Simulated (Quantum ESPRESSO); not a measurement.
A run of Quantum ESPRESSO 7.5:

The input pw.in:

```
&CONTROL
  calculation = 'scf'
  prefix = 'pwscf'
  outdir = './tmp'
  pseudo_dir = './pseudo'
  tprnfor = .true.
  tstress = .true.
  disk_io = 'low'
/
&SYSTEM
  ibrav = 0
  A = 6.29296775
  nat = 10
  ntyp = 2
  ecutwfc = 84
  nbnd = 57
  input_dft = 'XC-000I-000I-110L-131L-000I-000I'
  occupations = 'smearing'
  smearing = 'fd'
  degauss = 0.00367493
/
&ELECTRONS
  conv_thr = 2d-09
  electron_maxstep = 120
  mixing_beta = 0.5
/
ATOMIC_SPECIES
Ga    69.7230 Ga.upf
O     15.9990 O.upf
CELL_PARAMETERS alat
   0.9704483231   -0.2413090390    0.0000000000
   0.9704483231    0.2413090390    0.0000000000
  -0.2202440805    0.0000000000    0.8946508169
ATOMIC_POSITIONS alat
Ga     0.5114226268    0.0000000000    0.6137125673
Ga     1.2092299388    0.0000000000    0.2809382495
Ga     1.7200073655    0.0000000000    0.1837612778
Ga     0.0006452001    0.0000000000    0.7108895391
O      0.8146765498    0.0000000000    0.6650834173
O      0.9059760157    0.0000000000    0.2295673996
O      1.5083366430    0.0000000000    0.3907834768
O      0.2123159226    0.0000000000    0.5038673401
O      1.4255578673    0.0000000000    0.7964181572
O      0.2950946982    0.0000000000    0.0982326597
K_POINTS automatic
6 6 4 0 0 0
```

The input bands.in:

```
&CONTROL
  calculation = 'bands'
  prefix = 'pwscf'
  outdir = './tmp'
  pseudo_dir = './pseudo'
  disk_io = 'low'
  verbosity = 'high'
/
&SYSTEM
  ibrav = 0
  A = 6.29296775
  nat = 10
  ntyp = 2
  ecutwfc = 84
  nbnd = 57
  input_dft = 'XC-000I-000I-110L-131L-000I-000I'
  occupations = 'smearing'
  smearing = 'fd'
  degauss = 0.00367493
/
&ELECTRONS
  conv_thr = 1d-08
  electron_maxstep = 120
  mixing_beta = 0.5
  diago_full_acc = .true.
/
ATOMIC_SPECIES
Ga    69.7230 Ga.upf
O     15.9990 O.upf
CELL_PARAMETERS alat
   0.9704483231   -0.2413090390    0.0000000000
   0.9704483231    0.2413090390    0.0000000000
  -0.2202440805    0.0000000000    0.8946508169
ATOMIC_POSITIONS alat
Ga     0.5114226268    0.0000000000    0.6137125673
Ga     1.2092299388    0.0000000000    0.2809382495
Ga     1.7200073655    0.0000000000    0.1837612778
Ga     0.0006452001    0.0000000000    0.7108895391
O      0.8146765498    0.0000000000    0.6650834173
O      0.9059760157    0.0000000000    0.2295673996
O      1.5083366430    0.0000000000    0.3907834768
O      0.2123159226    0.0000000000    0.5038673401
O      1.4255578673    0.0000000000    0.7964181572
O      0.2950946982    0.0000000000    0.0982326597
K_POINTS crystal
60
 0.0000000000  0.5000000000  0.0000000000 1
 0.0000000000  0.4444444444  0.0000000000 1
 0.0000000000  0.3888888889  0.0000000000 1
 0.0000000000  0.3333333333  0.0000000000 1
 0.0000000000  0.2777777778  0.0000000000 1
 0.0000000000  0.2222222222  0.0000000000 1
 0.0000000000  0.1666666667  0.0000000000 1
 0.0000000000  0.1111111111  0.0000000000 1
 0.0000000000  0.0555555556  0.0000000000 1
 0.0000000000  0.0000000000  0.0000000000 1
 0.0000000000  0.0000000000 -0.1250000000 1
 0.0000000000  0.0000000000 -0.2500000000 1
 0.0000000000  0.0000000000 -0.3750000000 1
 0.0000000000  0.0000000000 -0.5000000000 1
 0.0000000000  0.5000000000 -0.5000000000 1
 0.0000000000  0.4545454545 -0.4545454545 1
 0.0000000000  0.4090909091 -0.4090909091 1
 0.0000000000  0.3636363636 -0.3636363636 1
 0.0000000000  0.3181818182 -0.3181818182 1
 0.0000000000  0.2727272727 -0.2727272727 1
 0.0000000000  0.2272727273 -0.2272727273 1
 0.0000000000  0.1818181818 -0.1818181818 1
 0.0000000000  0.1363636364 -0.1363636364 1
 0.0000000000  0.0909090909 -0.0909090909 1
 0.0000000000  0.0454545455 -0.0454545455 1
 0.0000000000  0.0000000000  0.0000000000 1
-0.0833333333 -0.0833333333  0.0833333333 1
-0.1666666667 -0.1666666667  0.1666666667 1
-0.2500000000 -0.2500000000  0.2500000000 1
-0.3333333333 -0.3333333333  0.3333333333 1
-0.4166666667 -0.4166666667  0.4166666667 1
-0.5000000000 -0.5000000000  0.5000000000 1
-0.5000000000  0.0000000000  0.5000000000 1
-0.4545454545  0.0000000000  0.4545454545 1
-0.4090909091  0.0000000000  0.4090909091 1
-0.3636363636  0.0000000000  0.3636363636 1
-0.3181818182  0.0000000000  0.3181818182 1
-0.2727272727  0.0000000000  0.2727272727 1
-0.2272727273  0.0000000000  0.2272727273 1
-0.1818181818  0.0000000000  0.1818181818 1
-0.1363636364  0.0000000000  0.1363636364 1
-0.0909090909  0.0000000000  0.0909090909 1
-0.0454545455  0.0000000000  0.0454545455 1
 0.0000000000  0.0000000000  0.0000000000 1
-0.1000000000 -0.1000000000  0.0000000000 1
-0.2000000000 -0.2000000000  0.0000000000 1
-0.3000000000 -0.3000000000  0.0000000000 1
-0.4000000000 -0.4000000000  0.0000000000 1
-0.5000000000 -0.5000000000  0.0000000000 1
-0.5000000000  0.0000000000  0.0000000000 1
-0.4500000000  0.0000000000  0.0000000000 1
-0.4000000000  0.0000000000  0.0000000000 1
-0.3500000000  0.0000000000  0.0000000000 1
-0.3000000000  0.0000000000  0.0000000000 1
-0.2500000000  0.0000000000  0.0000000000 1
-0.2000000000  0.0000000000  0.0000000000 1
-0.1500000000  0.0000000000  0.0000000000 1
-0.1000000000  0.0000000000  0.0000000000 1
-0.0500000000  0.0000000000  0.0000000000 1
 0.0000000000  0.0000000000  0.0000000000 1
```

Potentials or basis: PseudoDojo 0.4.1 SR PBE standard.

The run is started by

```bash
$ OMP_NUM_THREADS=1 pw.x -in pw.in > pw.out
$ OMP_NUM_THREADS=1 pw.x -in bands.in > bands.out
```

Hardware: 1 thread of Arm Neoverse V1, on a shared host.

How long does it take, and how much memory?

Run time: 26 min on 1 thread of Arm Neoverse V1, on a shared host, peak memory 0.58 GiB. Counts: scf iterations 12, k pools 1, bands 57, k points 47, g dense 73341.
